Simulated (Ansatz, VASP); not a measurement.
## TiN (TiN (100), 2 layers) in VASP and in Ansatz

```
Ti N
1.0
     3.00328    0.00000    0.00000
     0.00000    3.00328    0.00000
     0.00000    0.00000   18.12360
Ti N
2 2
Cartesian
  0.0000 0.0000 8.0000
  1.5016 1.5016 10.1236
  1.5016 1.5016 8.0000
  0.0000 0.0000 10.1236
```

Alike in both runs: task single point; functional PBE; k mesh 12 × 12 × 1; occupations fermi-dirac, width 0.08 eV; no spin polarisation.

|  | VASP | Ansatz |
| --- | --- | --- |
| version | VASP 6.6.1 | Ansatz 0.2.0 |
| potentials or method | VASP PAW PBE potentials, release 64 (Ti_sv, N) | PAW with Ansatz's default frozen-core files, scalar-relativistic |
| plane-wave cutoff (eV) | 520 | 420 |
| valence electrons in the cell | 34 | 34 |

```tsv
	VASP	Ansatz	Ansatz less VASP
rms of the force components (eV/Å)	0.669	0.674	+0.0054
```

With one functional, cell and mesh, what is left measures potentials, basis and numerics.
